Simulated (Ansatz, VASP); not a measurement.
Li in VASP and in Ansatz

```
Li
1.0
     0.00000    2.20200    2.20200
     2.20200    0.00000    2.20200
     2.20200    2.20200    0.00000
Li
1
Cartesian
  0.0000 0.0000 0.0000
```

This isn't the form of Li at room conditions, which is bcc.

Alike in both runs: task relaxation of cell and atoms; functional PBE; dispersion D3(BJ); k mesh 16 × 16 × 16; occupations gaussian, width 0.1 eV; no spin polarisation.

|  | VASP | Ansatz |
| --- | --- | --- |
| version | VASP 6.6.1 | Ansatz 0.2.0 |
| potentials or method | VASP PAW PBE potentials, release 64 (Li_sv) | scalar-relativistic, plane waves, PAW |
| plane-wave cutoff (eV) | 600 | 420 |
| valence electrons in the cell | 3 | 3 |

```tsv
	VASP	Ansatz	Ansatz less VASP
gap on the k mesh at the Fermi level, each at its own relaxed structure (eV)	none	none	-
relaxed volume (Å³/atom)	17.99	18.22	+0.226
relaxed cell length with the largest relative difference (Å)	2.941	2.954	+0.0123
energy change over the relaxation (meV/atom)	-24	-21	+3.3
```

A gap of «none» marks a metal or a gap that the smearing closes.

Caveats: the cutoff is under 1.25 times the usual one of these potentials, so pressure, stress and relaxed cells hold a basis-set (Pulay) error (VASP); the volume moved by over 15 % at a fixed basis, so the end points are rough; the volume moved by -16 % from the deposited cell, more than functionals usually miss; pairwise dispersion overbinds metals, which lowers pressure and volume.
